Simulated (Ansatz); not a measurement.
**KNbO3 (P4mm): relaxation of cell and ions from a Python script**

What cell does KNbO3 (P4mm) relax to? Wanted for KNbO3 (P4mm): a relaxation of cell and ions.

Program: Ansatz 0.2.0, driven from Python. Level of theory: DFT PBE, plane waves, PAW. These are calculated values, not measurements.

### Step 1. Starting point

Symmetry: P4mm, No. 99, tetragonal system. The conventional cell has a = 3.996 Å, b = 3.996 Å, c = 4.063 Å, α = 90.00°, β = 90.00°, γ = 90.00°. Around K (site symmetry 4mm) lie 12 O at 2.79 to 2.91 Å. Nb (site symmetry 4mm) is surrounded by 6 O at 1.85 to 2.21 Å. Around O (site symmetry 4mm) lie 2 Nb at 1.85 to 2.21 Å. Around O (site symmetry 2mm) lie 2 Nb at 2.00 Å and 4 K at 2.79 to 2.91 Å.

No structure file is read: the coordinates are typed or built in the script.

### Step 2. Script

vcrelax_knbo3.py

```python
"""Cell relaxation of KNbO3."""

import ansatz
from ase import Atoms
from ase.io import write
import matplotlib.pyplot as plt
import numpy as np

def edges_and_angles(cell):
    cell = np.asarray(cell)
    a, b, c = np.linalg.norm(cell, axis=1)
    cosines = cell[1] @ cell[2] / (b * c), cell[0] @ cell[2] / (a * c), cell[0] @ cell[1] / (a * b)
    return (a, b, c, *np.degrees(np.arccos(cosines)))

atoms = Atoms(
    ["K", "Nb", "O", "O", "O"],
    scaled_positions=[
        (0.0, 0.0, 0.018),
        (0.5, 0.5, 0.5),
        (0.5, 0.5, 0.044),
        (0.5, 0.0, 0.54),
        (0.0, 0.5, 0.54),
    ],
    cell=[
        (3.996, 0.0, 0.0),
        (0.0, 3.996, 0.0),
        (0.0, 0.0, 4.063),
    ],
    pbc=True,
)
structure = ansatz.Crystal.from_ase(atoms)

# edges free, angles fixed
calc = (
    structure.calculation()
    .functional("pbe")
    .basis(470)
    .kpoints(6, 6, 6)
    .occupations("fixed")
    .scf(tolerance=1e-10)
    .relax(max_steps=100, fix_cell=["angles"])
    .band_table()
    .density()
)
steps = []


def collect(event):
    if event["event"] == "relax_step":
        steps.append(event["data"])


out = calc.session().plan().execute(on_event=collect)
summary = out.report
for s in steps:
    flag = "" if s["accepted"] else "  (rejected)"
    print("step %2d  E = %.5f eV  largest force component = %.4f eV/A%s" % (s["step"], s["lagrangian_ev"], s["allowed_force_max_ev_ang"], flag))

first, last = steps[0], steps[-1]
symbols = [site.symbol for site in out.lattice.sites]
print(f"energy gained {first['lagrangian_ev'] - last['lagrangian_ev']:.4f} eV in {len(steps) - 1} steps")
for label, vectors in (("before", first["cell_ang"]), ("after", out.lattice.cell_ang)):
    print(label, "a b c (A) {:.4f} {:.4f} {:.4f}  angles {:.2f} {:.2f} {:.2f}".format(*edges_and_angles(vectors)), f" V = {abs(np.linalg.det(vectors)):.3f} A^3")
print("final stress xx yy zz (GPa, compression positive):", np.round(np.diag(summary["stress_gpa"]), 3) + 0.0)

fig, (top, bottom) = plt.subplots(2, 1, sharex=True, figsize=(4.5, 4))
top.plot([s["lagrangian_ev"] - last["lagrangian_ev"] for s in steps], "o-")
top.set_ylabel("E - E(final) (eV)")
bottom.semilogy([max(s["allowed_force_max_ev_ang"], 1e-6) for s in steps], "s-")
bottom.set(xlabel="step", ylabel="largest force (eV/A)")
fig.tight_layout()
fig.savefig("relax.png", dpi=100)

change = np.array(last["positions_ang"]) @ np.linalg.inv(last["cell_ang"]) - np.array(first["positions_ang"]) @ np.linalg.inv(first["cell_ang"])
moved = np.linalg.norm(change @ np.array(last["cell_ang"]), axis=1)
print("displacement within the cell, strain taken out (A):", " ".join(f"{s}:{d:.3f}" for s, d in zip(symbols, moved)))

relaxed = Atoms(symbols, positions=[site.position_ang for site in out.lattice.sites], cell=out.lattice.cell_ang, pbc=True)
write("relaxed.extxyz", relaxed, format="extxyz")

print("relaxed fractional positions")
for site in out.lattice.sites:
    print(f"  {site.symbol:2s}", " ".join(f"{v % 1:8.5f}" for v in np.round(site.position_frac, 5)))

n_atoms = len(summary["lattice"]["sites"])
print("F =", round(summary["free_energy_ev"], 4), "eV for", n_atoms, "atoms")
print("E(sigma -> 0) =", round(summary["energy_sigma0_ev"], 4), "eV, TS =", round(summary["entropy_ts_ev"], 5), "eV")
print("closed by", summary["closed_by"], "after", summary["n_iterations"], "iterations")

edges = summary.get("band_edges_ev")
if edges:
    print(f"band edges on the mesh: {edges[0]:.3f} and {edges[1]:.3f} eV, gap {edges[1] - edges[0]:.3f} eV")
else:
    print("no band edges reported (a metal, or a gap too narrow for this smearing); Fermi level", round(summary["fermi_energy_ev"], 3), "eV")

field = sum(channel.density_e_per_ang3 for channel in out.density().channels[:2])
fig, ax = plt.subplots(figsize=(4, 3.4))
shown = ax.imshow(np.log10(np.clip(field[:, :, 0].T, 1e-3, None)), origin="lower", extent=(0, 1, 0, 1))
fig.colorbar(shown, label="log10 density (e/A^3)")
ax.set(xlabel="fraction of grid vector 1", ylabel="fraction of grid vector 2")
fig.savefig("density_plane.png", dpi=100)
print(f"plane through the origin: {field[:, :, 0].min():.4f} to {field[:, :, 0].max():.4f} e/A^3")
```

### Step 3. Running it

Run with:

```sh
python vcrelax_knbo3.py
```

**Question.** What results will this script give? Wanted: free energy; moves of the relaxation; energy gained; last largest force component; relaxed conventional cell; space group at the end.

The runs gave:

```
                                         quantity                                                                      value
                                      free energy                                         -7797.6018 eV (-1559.5204 eV/atom)
                          moves of the relaxation                                                                          7
energy gained (ahead of the last change of basis)                                                               5.6 meV/atom
                     last largest force component                                                                0.0026 eV/Å
                        relaxed conventional cell  a = 3.993 Å, b = 3.993 Å, c = 4.222 Å, α = 90.00°, β = 90.00°, γ = 90.00°
                           space group at the end                                                                       P4mm
```

**Reading.** The volume grew by 3.7 % over 7 moves, and the space group stayed P4mm. Spin is left out of this run. With fixed filling the reported Fermi level is the top filled level among the k-points of the SCF. Energies along a relaxation are free energies. Rows at an unchanged volume are solved on a plane-wave basis chosen afresh for that cell, so the energy jumps there and such rows are no steps of the walk. The fields are valence quantities on the plane-wave grid; their values near the nuclei depend on the potentials.
